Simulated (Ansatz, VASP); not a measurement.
# KI: VASP beside Ansatz

One calculation is typed for both programs; each brings its own data sets and cutoff. How far apart do they land? The cell is taken from a series of VASP runs on this material, whose earlier steps may have relaxed, scaled or displaced it; both programs get it as it stands.

Calculated with Ansatz 0.2.0; plane waves, with VASP 6.6.1 beside it; relaxation of cell and atoms at r2SCAN.

### 1. The starting structure

Symmetry: Fm-3m, No. 225, cubic system. Conventional cell: a = 7.136 Å, b = 7.136 Å, c = 7.136 Å, α = 90.00°, β = 90.00°, γ = 90.00°. I has 6 K at 3.57 Å nearest. K has 6 I at 3.57 Å nearest. Farther neighbours and most contacts between anions are not listed.

### 2. VASP: relaxation of cell and atoms, r2SCAN

The relaxed volume is the usual yardstick between codes: its relative difference is about their pressure difference at one cell divided by the bulk modulus.

Lines of VASP's logs that name or quote its potential files are left out, and so is its time.

Input file INCAR:

```
SYSTEM = KI
PREC = Accurate
ENCUT = 450
EDIFF = 1E-06
NELM = 100
ISMEAR = 0
SIGMA = 0.03
LREAL = .FALSE.
ALGO = Normal
METAGGA = R2SCAN
LASPH = .TRUE.
NBANDS = 14
LORBIT = 11
LWAVE = .FALSE.
LCHARG = .FALSE.
KPAR = 4
IBRION = 2
NSW = 50
ISIF = 3
EDIFFG = -0.006
```

Input file POSCAR:

```
KI
1.0
    0.0000000000      3.5677552452      3.5677552452
    3.5677552452      0.0000000000      3.5677552452
    3.5677552452      3.5677552452      0.0000000000
I K
1 1
Direct
    0.5000000000      0.5000000000      0.5000000000
    0.0000000000      0.0000000000      0.0000000000
```

Input file KPOINTS:

```
Automatic mesh
0
Gamma
6 6 6
0 0 0
```

PAW data sets: I and K_sv (PBE family, release 64).

On the command line:

```bash
mpirun -np 4 vasp_std
```

Numbers of over 12 decimals in the logs are rounded to 6 here.

The log of the run:

```text
[banner, memory and clock lines left out]
running    4 mpi-ranks, on    1 nodes
 distrk:  each k-point on    1 cores,    4 groups
 distr:  one band on    1 cores,    1 groups

 POSCAR found type information on POSCAR I K
 POSCAR found :  2 types and       2 ions
|                                                                             |
|               ----> ADVICE to this user running VASP <----                  |
|                                                                             |
|     You enforced a specific xc type in the INCAR file but a different       |
|     [... a line on the potential file left out ...]
|     I HOPE YOU KNOW WHAT YOU ARE DOING!                                     |
|                                                                             |

 LDA part: xc-table for (None), standard interpolation
 POSCAR, INCAR and KPOINTS ok, starting setup
 FFT: planning ... GRIDC
 FFT: planning ... GRID_SOFT
 FFT: planning ... GRID
 WAVECAR not read
 entering main loop
       N       E                     dE             d eps       ncg     rms          rms(c)
DAV:   1     0.526735457460E+02    0.52674E+02   -0.62159E+03   448   0.886E+02
DAV:   2    -0.320063187286E+02   -0.84680E+02   -0.79536E+02   564   0.218E+02
DAV:   3    -0.370248200718E+02   -0.50185E+01   -0.49953E+01   642   0.467E+01
DAV:   4    -0.373292678489E+02   -0.30445E+00   -0.30425E+00   734   0.102E+01
DAV:   5    -0.373315778807E+02   -0.23100E-02   -0.23100E-02   618   0.102E+00    0.307E+00
DAV:   6    -0.339801707566E+02    0.33514E+01   -0.97985E-01   744   0.872E+00    0.215E+00
DAV:   7    -0.339686001235E+02    0.11571E-01   -0.80908E-02   568   0.181E+00    0.119E+00
DAV:   8    -0.339793496677E+02   -0.10750E-01   -0.25628E-02   568   0.101E+00    0.434E-01
DAV:   9    -0.339820925739E+02   -0.27429E-02   -0.35344E-03   448   0.502E-01    0.781E-02
DAV:  10    -0.339820983278E+02   -0.57539E-05   -0.99468E-05   628   0.708E-02    0.580E-02
DAV:  11    -0.339821731877E+02   -0.74860E-04   -0.58036E-05   460   0.583E-02    0.218E-02
DAV:  12    -0.339821873177E+02   -0.14130E-04   -0.15043E-05   490   0.362E-02    0.314E-03
DAV:  13    -0.339821871312E+02    0.18646E-06   -0.21623E-07   488   0.390E-03
   1 F= -.33982187E+02 E0= -.33982187E+02  d E =-.339822E+02
 curvature:   0.00 expect dE= 0.000E+00 dE for cont linesearch  0.000E+00
 trial: gam= 0.00000 g(F)=  0.628E-60 g(S)=  0.998E-03 ort = 0.000E+00 (trialstep = 0.100E+01)
 search vector abs. value=  0.998E-03
 bond charge predicted
       N       E                     dE             d eps       ncg     rms          rms(c)
DAV:   1    -0.339885308507E+02   -0.63435E-02   -0.14538E-01   454   0.336E+00    0.441E-01
DAV:   2    -0.339843637210E+02    0.41671E-02   -0.10249E-02   624   0.845E-01    0.217E-01
DAV:   3    -0.339828591317E+02    0.15046E-02   -0.52408E-03   694   0.538E-01    0.126E-01
DAV:   4    -0.339828998471E+02   -0.40715E-04   -0.89395E-05   566   0.763E-02    0.740E-02
DAV:   5    -0.339829451964E+02   -0.45349E-04   -0.80594E-05   834   0.461E-02    0.126E-02
DAV:   6    -0.339829409807E+02    0.42158E-05   -0.18777E-06   664   0.747E-03    0.624E-03
DAV:   7    -0.339829417074E+02   -0.72671E-06   -0.38970E-07   302   0.629E-03
   2 F= -.33982942E+02 E0= -.33982942E+02  d E =-.754576E-03
 trial-energy change:   -0.000755  1 .order   -0.000754   -0.000998   -0.000511
 step:   2.0477(harm=  2.0477)  dis= 0.00000  next Energy=   -33.983209 (dE=-0.102E-02)
 bond charge predicted
       N       E                     dE             d eps       ncg     rms          rms(c)
DAV:   1    -0.339893790306E+02   -0.64380E-02   -0.16043E-01   448   0.354E+00    0.464E-01
DAV:   2    -0.339847824073E+02    0.45966E-02   -0.11314E-02   624   0.890E-01    0.228E-01
DAV:   3    -0.339831221354E+02    0.16603E-02   -0.57876E-03   694   0.567E-01    0.133E-01
DAV:   4    -0.339831662048E+02   -0.44069E-04   -0.99015E-05   560   0.807E-02    0.776E-02
DAV:   5    -0.339832144919E+02   -0.48287E-04   -0.87741E-05   834   0.479E-02    0.131E-02
DAV:   6    -0.339832101496E+02    0.43424E-05   -0.19688E-06   664   0.777E-03    0.659E-03
DAV:   7    -0.339832109474E+02   -0.79783E-06   -0.41403E-07   302   0.649E-03
   3 F= -.33983211E+02 E0= -.33983211E+02  d E =-.102382E-02
 curvature:  -1.02 expect dE=-0.535E-07 dE for cont linesearch -0.535E-07
 trial: gam= 0.00000 g(F)=  0.567E-60 g(S)=  0.522E-07 ort =-0.722E-05 (trialstep = 0.121E+01)
 search vector abs. value=  0.523E-07
 reached required accuracy - stopping structural energy minimisation
```

From OUTCAR (step 2):

```text
ion  position               nearest neighbor table
   1  0.500  0.500  0.500-   2 3.57   2 3.57   2 3.57   2 3.57   2 3.57   2 3.57
   2  0.000  0.000  0.000-   1 3.57   1 3.57   1 3.57   1 3.57   1 3.57   1 3.57

  LATTYP: Found a face centered cubic cell.
 ALAT       =     7.1355104904

 Subroutine GETGRP returns: Found 48 space group operations
 (whereof 48 operations were pure point group operations)

The static configuration has the point symmetry O_h .

 Found     16 irreducible k-points:

   k-points           NKPTS =     16   k-points in BZ     NKDIM =     16   number of bands    NBANDS=     14

   dimension x,y,z NGX =    36 NGY =   36 NGZ =   36
   dimension x,y,z NGXF=    72 NGYF=   72 NGZF=   72

   ENCUT  =  450.0 eV  33.07 Ry    5.75 a.u.   8.73  8.73  8.73*2*pi/ulx,y,z

   NELECT =      16.0000    total number of electrons

 k-points in reciprocal lattice and weights: Automatic mesh
   0.00000000  0.00000000  0.00000000       0.005
   0.16666667  0.00000000  0.00000000       0.037
   0.33333333  0.00000000  0.00000000       0.037
   0.50000000  0.00000000  0.00000000       0.019
   0.16666667  0.16666667  0.00000000       0.028
   0.33333333  0.16666667  0.00000000       0.111
   0.50000000  0.16666667  0.00000000       0.111
  -0.33333333  0.16666667  0.00000000       0.111
  -0.16666667  0.16666667  0.00000000       0.056
[...]
-0.33333333  0.33333333  0.16666667       0.111
  -0.33333333  0.50000000  0.16666667       0.056

 average (electrostatic) potential at core
       1 -99.2763       2 -39.9134

 E-fermi :  -0.6282

 k-point     1 :       0.0000    0.0000    0.0000
  band No.  band energies     occupation
    ...
      4     -13.2104      2.00000
      5     -11.6117      2.00000
      6      -0.8175      2.00000
      7      -0.8175      2.00000
      8      -0.8175      2.00000
      9       3.7595      0.00000
     10       6.2371      0.00000
     11       6.2371      0.00000
     12       6.2371      0.00000
     13       7.0805      0.00000
    ...

 k-point     2 :       0.1667    0.0000    0.0000
  band No.  band energies     occupation
    ...
      4     -13.2109      2.00000
      5     -11.5403      2.00000
      6      -1.2159      2.00000
      7      -0.9045      2.00000
      8      -0.9045      2.00000
      9       4.3665      0.00000
     10       6.1280      0.00000
     11       6.5395      0.00000
     12       6.5395      0.00000
     13       7.3998      0.00000
    ...

 k-point     3 :       0.3333    0.0000    0.0000
  band No.  band energies     occupation
    ...
      4     -13.2118      2.00000
      5     -11.4029      2.00000
      6      -1.8443      2.00000
      7      -1.0668      2.00000
      8      -1.0668      2.00000
      9       5.0612      0.00000
     10       6.7710      0.00000
     11       7.2724      0.00000
     12       7.2724      0.00000
     13       8.2455      0.00000
    ...

  Total        0.0008497      0.0008497      0.0008497      0.0000000      0.0000000      0.0000000
  in kB        0.0152528      0.0152528      0.0152528      0.0000000      0.0000000      0.0000000
  external PRESSURE =       0.0152528 kB  Pullay stress =       0.0000000 kB

  energy-cutoff  :      450.00
  volume of cell :       89.26
      direct lattice vectors                 reciprocal lattice vectors
     0.000000000  3.547058096  3.547058096    -0.140961886  0.140961886  0.140961886
     3.547058096 -0.000000000  3.547058096     0.140961886 -0.140961886  0.140961886
     3.547058096  3.547058096  0.000000000     0.140961886  0.140961886 -0.140961886

 POSITION                                       TOTAL-FORCE (eV/Angst)
 -----------------------------------------------------------------------------------
      3.54706      3.54706      3.54706         0.000000     -0.000000     -0.000000
      0.00000      0.00000      0.00000        -0.000000      0.000000      0.000000
 -----------------------------------------------------------------------------------
    total drift:                                0.000000      0.000000      0.000000

  FREE ENERGIE OF THE ION-ELECTRON SYSTEM (eV)
  ---------------------------------------------------
  free  energy   TOTEN  =       -33.9832109474 eV

  energy  without entropy=      -33.9832109474  energy(sigma->0) =      -33.98321095

 reached required accuracy - stopping structural energy minimisation

 total charge
# of ion       s       p       d       tot
------------------------------------------
    1        1.491   2.894   0.001   4.387
    2        1.958   5.674   0.020   7.652
--------------------------------------------------
tot          3.449   8.569   0.021  12.039

[... 3 further parts left out ...]
```

### 3. Ansatz: relaxation of cell and atoms, r2SCAN

Ansatz runs on its default PAW (the set named soft_2) files.

The same cell, functional, mesh and smearing now go to Ansatz, which takes its cutoff from its data sets.

Input file input.yaml:

```yaml
crystal:
  lattice:
    - [0.0, 3.5677552452, 3.5677552452]
    - [3.5677552452, 0.0, 3.5677552452]
    - [3.5677552452, 3.5677552452, 0.0]
  atoms:
    - { symbol: I, position: [0.5, 0.5, 0.5] }
    - { symbol: K, position: [0.0, 0.0, 0.0] }
hamiltonian:
  xc: r2scan
  pseudopotentials: { kind: paw }
kpoints:
  mp_grid: { grid: [6, 6, 6] }
scf:
  occupations: { method: gaussian, width: 0.03 }
relax:
  f_tol: 0.01
  max_steps: 60
  cell: { stress_tol: 0.05 }
output:
  forces: true
  stress: true
  write_density: true
  write_potential: true
  elf: true
  volumetric_format: npy
```

On the command line:

```bash
ansatz run input.yaml --threads 4 --pin off --max-ram 9216MiB --backend cpu --events-out ev --progress --plain --runs-dir out
```

The log of the run:

```text
Engine: ansatz 0.2.0, aarch64-unknown-linux-gnu
Pseudopotentials: kind: paw
Pseudopotential: I, paw, valence charge 17, recommended cutoff 500 eV (meta_gga), I.paw.azcp
Pseudopotential: K, paw, valence charge 9, recommended cutoff 500 eV (meta_gga), K.paw.azcp
Functional definition: r2SCAN
  parameter k0 = 0.174
  parameter k1 = 0.065
  parameter a1 = 4.9479
  exchange = r2scan_x(k0 = k0, k1 = k1, a1 = a1)
  correlation = r2scan_c
Crystal: 2 atoms, lattice volume = 90.827 Å³
Basis set: ecut = 500 eV, 2277 PW (Γ), exchange–correlation on 160×160×160 points (64 copies of the dense FFT grid, shifted against one another)
Bands: 17, of which v1, the nominal top of the filled ones, is band 13 counted from 1 (12 counted from 0)
Symmetry: 48 space group operations
Space group: Fm-3m (ITA 225), of the structure as read, at distance tolerance 4.5e-5 Å
k-points: 16 of 216
Non-local potential: I, projectors of the file, l = 0: 2, l = 1: 2, l = 2: 2, l = 3: 2
Non-local potential: K, projectors of the file, l = 0: 3, l = 1: 2, l = 2: 2
PAW form: soft (Blöchl's): semilocal exchange-correlation on the pseudo side does not see the compensation charge
PAW frozen core: I, regenerated for the run's functional (the file was generated under x = pbe(κ = 0.804, μ = 0.219515), c = pbe(β = 0.066725))
PAW frozen core: K, regenerated for the run's functional (the file was generated under x = pbe(κ = 0.804, μ = 0.219515), c = pbe(β = 0.066725))
PAW one-centre angular grid: I, 590 points (default); XC on 160 Gauss nodes
PAW one-centre angular grid: K, 302 points (default); XC on 160 Gauss nodes
Initial density: superposition of atomic densities (neutral atoms: chi_scale 0, normalization atom), corrected by the library's trained network
Initial wavefunctions: pseudopotential atomic-orbital guess
Functional: x = r2scan, c = r2scan; τ floored in thin density (d = 2e-4 eV/Å³)
SCF iter   1: F=—  HF=-9073.911962 eV  |F-HF|=—  |Δ(HF+E_count)|=         —  Δρ=2.46e-3  dr2=3.48e-3  dr2_τ=6.13e-4  ethr=1.77e-3  ⟨swp⟩=6.7  Hψ=1621  notcnv=0
preconditioner: auto → none  [insulator: Δε(μ)=4.559 eV  Ē_g=14.513 eV  σ=0.030 eV  W_gap=1.00  n_scr=14 (ndim 8)  ℏωp=14.6 eV  f_vac=0.151  D(μ)=0.00/eV (n_scr^D=0)  ε∞_Penn≈2.0]
SCF iter   2: F=—  HF=-9073.920183 eV  |F-HF|=—  |Δ(HF+E_count)|=   8.22e-3  Δρ=9.76e-4  dr2=3.99e-4  dr2_τ=4.18e-5  ethr=1.34e-5  ⟨swp⟩=3.4  Hψ=732  notcnv=0
SCF iter   3: F=—  HF=-9073.920317 eV  |F-HF|=—  |Δ(HF+E_count)|=   1.34e-4  Δρ=2.24e-4  dr2=2.73e-5  dr2_τ=4.36e-6  ethr=1.53e-6  ⟨swp⟩=2.0  Hψ=518  notcnv=0
SCF iter   4: F=—  HF=-9073.920334 eV  |F-HF|=—  |Δ(HF+E_count)|=   1.69e-5  Δρ=9.43e-5  dr2=1.16e-5  dr2_τ=3.57e-7  ethr=1.05e-7  ⟨swp⟩=2.0  Hψ=480  notcnv=0
SCF iter   5: F=—  HF=-9073.920331 eV  |F-HF|=—  |Δ(HF+E_count)|=   3.12e-6  Δρ=1.42e-5  dr2=3.20e-7  dr2_τ=1.12e-8  ethr=4.45e-8  ⟨swp⟩=2.5  Hψ=450  notcnv=0
SCF iter   6: F=-9073.920331 eV  HF=-9073.920331 eV  |F-HF|=4.07e-9  |Δ(HF+E_count)|=   5.43e-8  Δρ=2.28e-6  dr2=5.64e-9  dr2_τ=2.66e-10  ethr=3.85e-10  ⟨swp⟩=8.9  Hψ=1702  notcnv=0
SCF 1 converged in 6 iterations: F = -9073.920331 eV  dr2 = 5.64e-9
  greatest PAW one-centre occupation: 0.998 electrons in one spin orbital (limit 2), on the I atom at site 0 (counted from 0), in its partial waves of l = 2
relax step   1: F+E_penalty+E_count = -9073.92033101 eV  Δ(F+E_penalty+E_count) = +0.000e0 eV  max|allowed force component| = 4.184e-29 eV/Å  Δτ_max = 0.0000 Å  P = -0.215 GPa  Ω = 90.827 Å³  (6 SCF iters, dr2 threshold 1.00e-7 eV, accepted)
[...]
relax step   2: F+E_penalty+E_count = -9073.92108645 eV  Δ(F+E_penalty+E_count) = -7.554e-4 eV  max|allowed force component| = 7.889e-29 eV/Å  Δτ_max = 0.0000 Å  P = -0.133 GPa  Ω = 90.184 Å³  energy of the carried Pulay correction = +5.658e-5 eV  (5 SCF iters, dr2 threshold 1.16e-7 eV, accepted)
[...]
relax step   3: F+E_penalty+E_count = -9073.92158790 eV  Δ(F+E_penalty+E_count) = -5.015e-4 eV  max|allowed force component| = 1.111e-29 eV/Å  Δτ_max = 0.0000 Å  P = +0.005 GPa  Ω = 89.167 Å³  energy of the carried Pulay correction = +1.469e-4 eV  (6 SCF iters, dr2 threshold 4.40e-8 eV, accepted)
[...]
relax step   4: F+E_penalty+E_count = -9073.92143824 eV  Δ(F+E_penalty+E_count) = +1.497e-4 eV  max|allowed force component| = 1.926e-29 eV/Å  Δτ_max = 0.0000 Å  P = +0.004 GPa  Ω = 89.167 Å³  stress off target by 3.66e-3 GPa  SCF on the basis re-selected at this cell (its energy is not comparable with the rows above)  (4 SCF iters)
basis re-selected at this cell: Δ(F+E_penalty+E_count) = +1.497e-4 eV, ΔP = -0.001 GPa vs the last step (what re-selecting the basis moved, of the pressure what is left beyond the Pulay correction that the steps carried, after the strain that the cell walked since its last selection, with what the two solves' SCF thresholds leave and, on support functions, any second-order correction that the steps lacked; it is no m [...]
SCF converged after 4 iterations
Free energy (F): -9073.921438 eV
Harris-Foulkes:  -9073.921438 eV  (|F-HF|=2.00e-11)
Internal energy: -9073.921438 eV  (E = F + TS)
E sigma→0 (E₀):  -9073.921438 eV
Fermi energy:    4.129715 eV
--- Per-component energies (eV) ---
  E_band       = -545.888191
  E_kinetic    = 442.625117
  E_local      = -2841.489651  (includes V_loc(G=0)·N_el)
  E_nonlocal   = -77.389692
  E_hartree    = 1345.762587
  E_xc         = -255.013308
  E_vxc        = -326.321893  (∫ρ·V_xc dr)
  E_paw        = -5627.510790  (= ΣΔE_a)
  E_vpaw       = -454.362438  (= ΣTr[D̂ρ^β])
  E_aug_tail   = -0.000036  (compensation charges beyond the density's cutoff)
  E_vtau       = 19.525098  (kinetic-family band-sum trace: ∫τ·v_τ [+ j·A + Jᵃ·Aᵃ] dr)
  E_ewald      = -2060.782533
  E_core_change = -0.123132  (= ΣΔE_core)
  E_smearing   = -0.000000  (= −TS)
  E_closure    = 0.000000  (closes the sum)
  Σ components = -9073.921438   (vs F -9073.921438, Δ=0.00e0)
--- Forces (eV/Å), atoms counted from 1 ---
  atom   1  I      0.00000000    -0.00000000    -0.00000000
  atom   2  K     -0.00000000     0.00000000     0.00000000
  max |Σ_I F_I| component: 3.72e-29 eV/Å
--- Stress (GPa, compression-positive) ---
        0.003662      -0.000000      -0.000000
       -0.000000       0.003662      -0.000000
       -0.000000      -0.000000       0.003662
  P = ⅓ Tr σ = 0.0037 GPa (0.037 kbar)
--- Band table (eV; the first three rows and the last of 16) ---
  k-point 0: bands = [... 9 lower, -8.9509, 1.8384, 1.8384, 1.8384, 6.4208, 8.9050, 8.9050, 8.9050]
  k-point 1: bands = [... 9 lower, -8.8770, 1.4396, 1.7510, 1.7510, 7.0282, 8.7937, 9.2074, 9.2074]
  k-point 2: bands = [... 9 lower, -8.7357, 0.8105, 1.5879, 1.5879, 7.7233, 9.4342, 9.9401, 9.9401]
  k-point 15: bands = [... 9 lower, -8.7571, 0.9684, 1.2784, 1.3082, 7.9877, 8.9441, 9.7860, 10.9062]
--- Relaxed structure (3 steps of the walk, 3 accepted, 1 SCFs on fresh bases) ---
  F+E_penalty+E_count = -9073.92143824 eV   max|allowed force component| = 1.926e-29 eV/Å   (the final SCF, on the basis selected at the relaxed cell)
  cell:  # Å, volume = 89.1673 Å³
    - [0, 3.545889, 3.545889]
    - [3.545889, 0, 3.545889]
    - [3.545889, 3.545889, 0]
  atoms:
    - { symbol: I, position: [0.5, 0.5, 0.5] }
    - { symbol: K, position: [0, 0, 0] }
```

It took 5.4 s on 4 threads of Arm Neoverse V1, shared host; peak memory 0.63 GiB.

### 4. Differences

Known differences besides the potentials themselves: VASP keeps PBE cores, Ansatz makes them for the functional; both relaxations stop at a tolerance, which leaves soft axes loose, and VASP keeps its plane-wave basis; the data sets hold 26 valence electrons in Ansatz (default PAW (the set named soft_2) files) and 16 in VASP; the cutoff is 500 eV in Ansatz and 450 eV in VASP; Ansatz adds a Pulay correction to the stress that steers its cell, VASP none. Total energies have different zeros and are not compared.

Both answers:

| quantity | Ansatz | VASP | difference |
| --- | --- | --- | --- |
| volume (Å³) | 89.17 | 89.26 | -0.10 % |
| edge a after relaxation, in the typed setting (Å) | 5.015 | 5.016 | -0.03 % |

The walks stopped with 0.00 GPa left in Ansatz and 0.00 GPa in VASP; each walk ends within a tolerance, so the volume difference is uncertain by about these residues over the bulk modulus, most in soft cells.

### 5. Summary of results

```
difference in volume (relaxation of cell and atoms, r2SCAN) : -0.099 %
```

**Reading.** The difference in volume is -0.099 % (relaxation of cell and atoms, r2SCAN), within the 1.2 % picked in this series as the mark of a large difference, as far as the stopping tolerances let one tell. Such differences can come from data sets, numerical settings and the points named under the comparisons, not from the functional's error against experiment.

[Lines on the potential files, build, host, timing and source positions are cut from VASP's logs without a mark.]

[Logs are printed without paths, hosts, clocks, repeated set-up lines and the standing remarks that a program may print on its own settings, such as how far it seeks lower states.]

[Hosts, paths, dates, database ids (printed as entryN), source tags and the programs' standing remarks are cut or masked in the printed files.]
